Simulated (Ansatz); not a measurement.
# BaS (Fm-3m) in Ansatz: band structure with PBE0

Aim: the band structure of BaS with PBE0.

Program: Ansatz 0.2.0. These are calculated values, not measurements. Logs are shortened: lines on timing, memory, paths and dates and some standing lists are left out, and cuts for length are marked.

**The experiment to reproduce.**

From a printed reference work, monograph, original work of 1988, for a bulk crystal of BaS at 2 K: band gap 3.806 eV (indirect).

How close the calculation comes is told below.

## 1. The crystal as given

Symmetry: Fm-3m, No. 225, cubic system. Conventional cell: a = 6.388 Å, b = 6.388 Å, c = 6.388 Å, α = 90.00°, β = 90.00°, γ = 90.00°. Ba (site symmetry m-3m) is surrounded by 6 S at 3.19 Å. S (site symmetry m-3m) is surrounded by 6 Ba at 3.19 Å.

## 2. Band structure, PBE0

File input:

```
crystal:
  lattice:
    - [0.0, 3.19375, 3.19375]
    - [3.19375, 0.0, 3.19375]
    - [3.19375, 3.19375, 0.0]
  atoms:
    - { symbol: Ba, position: [0.0, 0.0, 0.0] }
    - { symbol: S, position: [0.5, 0.5, 0.5] }
hamiltonian:
  xc: pbe0
  pseudopotentials: { kind: paw }
kpoints:
  mp_grid: { grid: [6, 6, 6] }
  band_path:
    path:
      - [[0.0, 0.0, 0.0], [0.5, 0.0, 0.5], [0.5, 0.25, 0.75], [0.375, 0.375, 0.75], [0.0, 0.0, 0.0], [0.5, 0.5, 0.5], [0.625, 0.25, 0.625], [0.5, 0.25, 0.75], [0.5, 0.5, 0.5], [0.375, 0.375, 0.75]]
      - [[0.625, 0.25, 0.625], [0.5, 0.0, 0.5]]
    npoints: 4
scf:
  occupations: { method: fermi_dirac, width: 0.05 }
  n_extra_bands: 6
output:
  forces: true
  stress: true
  eigenvalues: true
  fatbands: false
```

Potentials or basis: Ansatz PAW.

What it wrote:

```text
Warning: output.stress: scf.convergence.dr2_threshold = 1e-7 eV (the SCF's general default) is looser than the 2e-10 eV advised for a printed stress (1e-10 eV for each atom of the cell: 2). What an SCF threshold leaves in a stress goes as its square root, and in the free energy as the threshold itself, and one threshold admits the most on a small cell: of the crystals measured, under no hybrid functional and no lock of the moments, on runs that ended without the residual-converged pass, on stresses that held no estimate of that error, the worst erred by over 100 MPa in a component at 1e-7 eV an atom and by under 5 at 1e-10. Set scf.convergence.dr2_threshold to 2e-10 eV or tighter. The threshold is an SCF's pass mark: one that does not reach it within its budget of iterations ends unconverged, or closes short of it on a stop that the run arms, and scf.convergence.dr2_threshold's page says what that costs each kind of run
Warning: output.stress: scf.exx.energy_threshold = 1e-6 eV is looser than the 2e-8 eV advised for a stress under a hybrid functional (1e-8 eV for each atom of the cell: 2). Every SCF of the exchange loop can meet its threshold on dr2 while the loop round them stops early: no threshold on dr2 bounds what that leaves in the stress. Set scf.exx.energy_threshold to 2e-8 eV or tighter. The threshold is the loop's pass mark: a loop that does not reach it within its budget of cycles ends unconverged, and scf.exx.energy_threshold's page has the law
scf.n_extra_bands = 6 over 8 filled bands (N_el = 16.0): the run solves 14 bands
GPUs: using 1 of 1 available (devices: 1).
Engine: ansatz 0.2.0, x86_64-unknown-linux-gnu
Pseudopotentials: kind: paw
Pseudopotential: Ba, paw, valence charge 10, recommended cutoff 420 eV (normal), Ba.paw.azcp
Pseudopotential: S, paw, valence charge 6, recommended cutoff 420 eV (normal), S.paw.azcp
Functional definition: PBE0
  parameter a = 0.25
  parameter kappa = 0.804
  parameter beta = 0.06672455060314922
  exchange = (1 - a)*pbe_x(kappa = kappa, mu = beta*pi^2/3) + a*exact_x
  correlation = pbe_c(beta = beta)
device memory: the entry about to start is reckoned to put 0.5 GiB on a device that reports 61.3 GiB free (of which the cap on the GPU budget leaves the run 18.0 GiB)
GPU FFT provider: cuFFT
GPU libraries: cuBLAS 13.8.2, cuFFT 12.4.0, cuSOLVER 12.3.4
Crystal: 2 atoms, lattice volume = 65.153 Å³
Basis set: ecut = 420 eV, 1243 PW (Γ), exchange–correlation on 64×64×64 points (8 copies of the dense FFT grid, shifted against one another)
Bands: 14, of which v1, the nominal top of the filled ones, is band 8 counted from 1 (7 counted from 0)
Symmetry: 48 space group operations
Space group: Fm-3m (ITA 225), of the structure as read, at distance tolerance 4.0e-5 Å
k-points: 16 of 216
Non-local potential: Ba, projectors of the file, l = 0: 3, l = 1: 2, l = 2: 2, l = 3: 2
Non-local potential: S, projectors of the file, l = 0: 2, l = 1: 2, l = 2: 2
PAW form: soft (Blöchl's): semilocal exchange-correlation on the pseudo side does not see the compensation charge
PAW frozen core: Ba, regenerated for the run's functional, and the local potential with it (the file was generated under x = pbe(κ = 0.804, μ = 0.2195149727645171), c = pbe(β = 0.06672455060314922))
PAW frozen core: S, regenerated for the run's functional, and the local potential with it (the file was generated under x = pbe(κ = 0.804, μ = 0.2195149727645171), c = pbe(β = 0.06672455060314922))
PAW one-centre angular grid: Ba, 194 points (default); XC on 64 Gauss nodes
PAW one-centre angular grid: S, 110 points (default); XC on 64 Gauss nodes
Initial density: superposition of atomic densities (neutral atoms: chi_scale 0, normalization atom), corrected by the library's trained network
Initial wavefunctions: pseudopotential atomic-orbital guess
GPU buffer pool allocated for 32768 grid points (all kernels)
GPU transforms: local potential and band sums: pruned to the plane-wave sphere, on 30×32×32
Functional: x = pbe(κ = 0.804, μ = 0.2195149727645171), c = pbe(β = 0.06672455060314922), warm-up for x = 0.75 pbe(κ = 0.804, μ = 0.2195149727645171) + 0.25 exact, c = pbe(β = 0.06672455060314922)
SCF iter   1: F=—  HF=-6855.859275 eV  |F-HF|=—  |Δ(HF+E_count)|=         —  Δρ=1.27e-3  dr2=2.15e-3  ethr=1.77e-3  ⟨swp⟩=12.4  Hψ=1458  notcnv=0
preconditioner: auto → none  [insulator: Δε(μ)=2.168 eV  Ē_g=12.657 eV  σ=0.050 eV  W_gap=1.00  n_scr=14 (ndim 8)  ℏωp=17.2 eV  f_vac=0.000  D(μ)=0.00/eV (n_scr^D=0)]
SCF iter   2: F=-6855.859199 eV  HF=-6855.859379 eV  |F-HF|=1.79e-4  |Δ(HF+E_count)|=   1.03e-4  Δρ=5.12e-4  dr2=2.48e-4  ethr=1.35e-5  ⟨swp⟩=5.9  Hψ=786  notcnv=0  defer=5
SCF 1 stopped early in 2 iterations: F = -6855.859199 eV  dr2 = 2.48e-4
device memory: the entry about to start is reckoned to put 1.1 GiB on a device that reports 60.8 GiB free (of which the cap on the GPU budget leaves the run 18.0 GiB)
GPU FFT provider: cuFFT
GPU libraries: cuBLAS 13.8.2, cuFFT 12.4.0, cuSOLVER 12.3.4
Initial density: handed on by an earlier stage of this run
Initial wavefunctions: those handed on with the density
GPU buffer pool allocated for 32768 grid points (all kernels)
GPU transforms: local potential and band sums: pruned to the plane-wave sphere, on 30×32×32
Functional: x = 0.75 pbe(κ = 0.804, μ = 0.2195149727645171) + 0.25 exact, c = pbe(β = 0.06672455060314922)
Exchange kernel: α = 0.2500, full range, Wigner–Seitz truncation, v(0) = 20207.0602 eV·Å³, q-mesh 6×6×6, nearest image of the exchange supercell L = 27.10 Å, pair-density grid 18×18×18, without the augmentation charges, whose exchange is taken in its separable form by FFT convolution over the k-point mesh (sized by the pseudopotential files, 25×25×25 at the most), smooth part of the exact exchange by density-matrix convolution in up to 4.30 GiB of GPU memory as planned if the GPU has room (build and FFT work areas not counted)
Frozen-core exchange: fock
SCF iter   1: F=—  HF=-6860.630249 eV  |F-HF|=—  |Δ(HF+E_count)|=         —  Δρ=3.00e-3  dr2=1.24e-2  ethr=1.55e-5  ⟨swp⟩=9.6  Hψ=1232  notcnv=0
preconditioner: auto → none  [insulator: Δε(μ)=3.851 eV  Ē_g=15.114 eV  σ=0.050 eV  W_gap=1.00  n_scr=14 (ndim 8)  ℏωp=17.2 eV  f_vac=0.000  D(μ)=0.00/eV (n_scr^D=0)]
SCF iter   2: F=—  HF=-6860.625743 eV  |F-HF|=—  |Δ(HF+E_count)|=   4.51e-3  Δρ=1.28e-3  dr2=1.44e-3  ethr=1.55e-5  ⟨swp⟩=4.5  Hψ=804  notcnv=0
SCF iter   3: F=—  HF=-6860.630083 eV  |F-HF|=—  |Δ(HF+E_count)|=   4.34e-3  Δρ=7.48e-4  dr2=4.39e-4  ethr=5.34e-6  ⟨swp⟩=5.2  Hψ=629  notcnv=0  defer=1
SCF iter   4: F=—  HF=-6860.629968 eV  |F-HF|=—  |Δ(HF+E_count)|=   1.16e-4  Δρ=2.85e-4  dr2=7.34e-5  ethr=2.55e-6  ⟨swp⟩=2.2  Hψ=356  notcnv=0
SCF iter   5: F=—  HF=-6860.630090 eV  |F-HF|=—  |Δ(HF+E_count)|=   1.22e-4  Δρ=9.12e-5  dr2=1.61e-5  ethr=2.87e-7  ⟨swp⟩=4.1  Hψ=476  notcnv=0
iter 6 solved again at ethr=1.30e-9 eV; its pass at ethr=7.30e-8 eV (dr2=2.08e-7 eV) is discarded
SCF iter   6: F=-6860.630087 eV  HF=-6860.630087 eV  |F-HF|=1.53e-7  |Δ(HF+E_count)|=   2.72e-6  Δρ=1.99e-5  dr2=5.87e-7  ethr=1.30e-9  ⟨swp⟩=5.6  Hψ=1365  notcnv=0  defer=1
eigensolver tolerance schedule calibrated: the retry pair's looser diagonalisation under-reported the residual by θ = 0.22 (0.13/decade); ethr = c·dr2/N_el runs at the constant in force after the calibration composes with the one it found (an armed cap, an earlier calibration), c = 6.1e-2
SCF 2 stopped early in 6 iterations: F = -6860.630087 eV  dr2 = 5.87e-7
hybrid outer 1: dexx = +5.177e-3 eV, tail = 6.95e-6 eV
GPU FFT provider: cuFFT
GPU libraries: cuBLAS 13.8.2, cuFFT 12.4.0, cuSOLVER 12.3.4
GPU buffer pool allocated for 32768 grid points (all kernels)
GPU transforms: local potential and band sums: pruned to the plane-wave sphere, on 30×32×32
Exchange kernel: α = 0.2500, full range, Wigner–Seitz truncation, v(0) = 20207.0602 eV·Å³, q-mesh 6×6×6, nearest image of the exchange supercell L = 27.10 Å, pair-density grid 18×18×18, without the augmentation charges, whose exchange is taken in its separable form by FFT convolution over the k-point mesh (sized by the pseudopotential files, 25×25×25 at the most), smooth part of the exact exchange by density-matrix convolution in up to 4.30 GiB of GPU memory as planned if the GPU has room (build and FFT work areas not counted)
Frozen-core exchange: fock
SCF iter   1: F=—  HF=-6860.630098 eV  |F-HF|=—  |Δ(HF+E_count)|=         —  Δρ=1.45e-5  dr2=5.95e-8  ethr=2.17e-7  ⟨swp⟩=6.2  Hψ=662  notcnv=0
preconditioner: auto → none  [insulator: Δε(μ)=3.803 eV  Ē_g=15.111 eV  σ=0.050 eV  W_gap=1.00  n_scr=14 (ndim 8)  ℏωp=17.2 eV  f_vac=0.000  D(μ)=0.00/eV (n_scr^D=0)]
SCF iter   2: F=—  HF=-6860.630098 eV  |F-HF|=—  |Δ(HF+E_count)|=   1.55e-7  Δρ=9.69e-6  dr2=3.60e-8  ethr=1.86e-10  ⟨swp⟩=5.6  Hψ=759  notcnv=0  defer=3
SCF iter   3: F=-6860.630098 eV  HF=-6860.630098 eV  |F-HF|=3.43e-9  |Δ(HF+E_count)|=   1.06e-9  Δρ=4.27e-6  dr2=4.77e-9  ethr=1.29e-10  ⟨swp⟩=3.8  Hψ=434  notcnv=0  defer=1
SCF 3 converged in 3 iterations: F = -6860.630098 eV  dr2 = 4.77e-9
  Residual-converged pass: ⟨swp⟩=3.8  Hψ=494  notcnv=0  max |occ|·‖R‖ = 2.4e-6 eV (tolerance 2.4e-6 eV)  dr2=4.52e-9  dr2_onsite=5.50e-11  max |Δocc| = 6.0e-27
hybrid outer 2: dexx = +1.232e-7 eV, tail = 1.53e-8 eV, Δε = 7.63e-4 eV (about 4.11e-5 eV left of the loop's levels)
device memory: the entry about to start is reckoned to put 0.4 GiB on a device that reports 60.0 GiB free (of which the cap on the GPU budget leaves the run 18.0 GiB)
NSCF: frozen V_eff on 42 k-points, pencils in batches of 32, up to order 64
hybrid SCF converged: 2 outer / 9 inner (+2 warm-up), last move |dexx| = 1.23e-7 eV, tail = 1.53e-8 eV
Stability not checked: this state was not tested for a lower state beside it, because the functional holds exact exchange (a hybrid, or Hartree-Fock), whose exchange loop this test does not read (fock_operator; see scf.lower_state_search)
Free energy (F): -6860.630098 eV
Frozen-core exchange: fock
Harris-Foulkes:  -6860.630098 eV  (|F-HF|=3.43e-9)
Internal energy: -6860.630098 eV  (E = F + TS)
E sigma→0 (E₀):  -6860.630098 eV
Fermi energy:    6.693215 eV
--- Per-component energies (eV) ---
  E_band       = -77.929701
  E_kinetic    = 276.261930
  E_local      = -401.014717  (includes V_loc(G=0)·N_el)
  E_nonlocal   = 84.649107
  E_hartree    = 127.294181
  E_xc         = -205.719876
  E_vxc        = -174.306770  (∫ρ·V_xc dr)
  E_exx        = -36.939135  (= α·E_x^exact, valence–valence)
  E_paw        = -5854.683902  (= ΣΔE_a)
  E_vpaw       = -44.228907  (= ΣTr[D̂ρ^β])
  E_aug_tail   = -0.000000  (compensation charges beyond the density's cutoff)
  E_ewald      = -850.237565
  E_core_change = -0.240120  (= ΣΔE_core)
  E_smearing   = -0.000000  (= −TS)
  E_closure    = -0.000002  (closes the sum)
  Σ components = -6860.630098   (vs F -6860.630098, Δ=0.00e0)
--- Forces (eV/Å), atoms counted from 1 ---
  atom   1  Ba     0.00000000     0.00000000     0.00000000
  atom   2  S      0.00000000     0.00000000     0.00000000
  max |Σ_I F_I| component: 6.10e-29 eV/Å
--- Stress (GPa, compression-positive) ---
        0.413021      -0.000000      -0.000000
       -0.000000       0.413021      -0.000000
       -0.000000       0.000000       0.413021
  P = ⅓ Tr σ = 0.4130 GPa (4.130 kbar)
--- Band table (eV; the first three rows and the last of 16) ---
  k-point 0: bands = ["-22.9569", "-6.9506", "-6.9506", "-6.9506", "-6.6549", "4.7778", "4.7778", "4.7778", "10.1126", "10.5081", "10.5081", "10.5081", "11.4589", "11.4589"]
  k-point 1: bands = ["-22.9442", "-7.6196", "-6.9593", "-6.9593", "-5.9564", "4.1155", "4.4372", "4.4372", "10.4786", "10.9275", "10.9275", "11.1275", "12.2472", "12.2472"]
  k-point 2: bands = ["-22.9185", "-8.1906", "-6.9765", "-6.9765", "-5.3207", "3.1293", "3.8864", "3.8864", "10.9847", "12.0650", "12.0650", "12.6792", "14.0636", "14.0636"]
  k-point 15: bands = ["-22.8903", "-7.6161", "-7.4154", "-7.2499", "-5.9298", "3.8363", "4.2283", "4.4006", "9.7022", "12.1559", "12.9637", "13.7631", "14.4677", "15.0918"]
```

Wall time 61 s (1 × NVIDIA H100 80GB HBM3 with 2 threads of AMD EPYC 7R13 (Zen 3), shared host); peak memory 2.7 GiB.

What came out:

| Property | Result |
| --- | --- |
| Free energy | -6860.6301 eV |
| Pressure | 0.4 GPa |
| Band gap on the k mesh | 3.80 eV, indirect (least direct gap 3.94 eV) |
| Band gap along the path | 3.80 eV, indirect (least direct gap 3.94 eV) |

Levels at the corners of the path, in eV from the valence-band top:
```csv
point,band 5,band 6,band 7,band 8,band 9,band 10,band 11,band 12
Γ,-11.43,0.00,0.00,0.00,5.33,5.73,5.73,5.73
X,-11.33,-0.55,-0.14,-0.14,3.80,7.93,8.00,9.67
W,-10.56,-1.18,-0.50,-0.50,6.06,6.06,8.32,8.85
K,-10.62,-0.98,-0.62,-0.56,5.02,7.82,8.63,8.76
Γ,-11.43,0.00,0.00,0.00,5.33,5.73,5.73,5.73
L,-9.85,-2.06,-1.12,-1.12,7.26,7.53,8.40,8.40
U,-10.62,-0.98,-0.62,-0.56,5.02,7.82,8.63,8.76
W,-10.56,-1.18,-0.50,-0.50,6.06,6.06,8.32,8.85
L,-9.85,-2.06,-1.12,-1.12,7.26,7.53,8.40,8.40
K,-10.62,-0.98,-0.62,-0.56,5.02,7.82,8.63,8.76
U,-10.62,-0.98,-0.62,-0.56,5.02,7.82,8.63,8.76
X,-11.33,-0.55,-0.14,-0.14,3.80,7.93,8.00,9.67
```

Caveat: spin-orbit coupling is left out, which moves the levels of the heavy elements; the PAW data sets come from PBE, with cores solved anew for the run's functional, which leaves a small shift of forces and pressure; the thresholds are loose for stress.

## 3. How close it comes

Step 2. Measured gap of BaS: 3.806 eV (indirect; 2 K; a printed reference work, monograph, original work of 1988). This calculation gives 3.80 eV (0.00 eV). Spin-orbit coupling on Ba is left out. The value is that of PBE0, without temperature or zero-point motion.
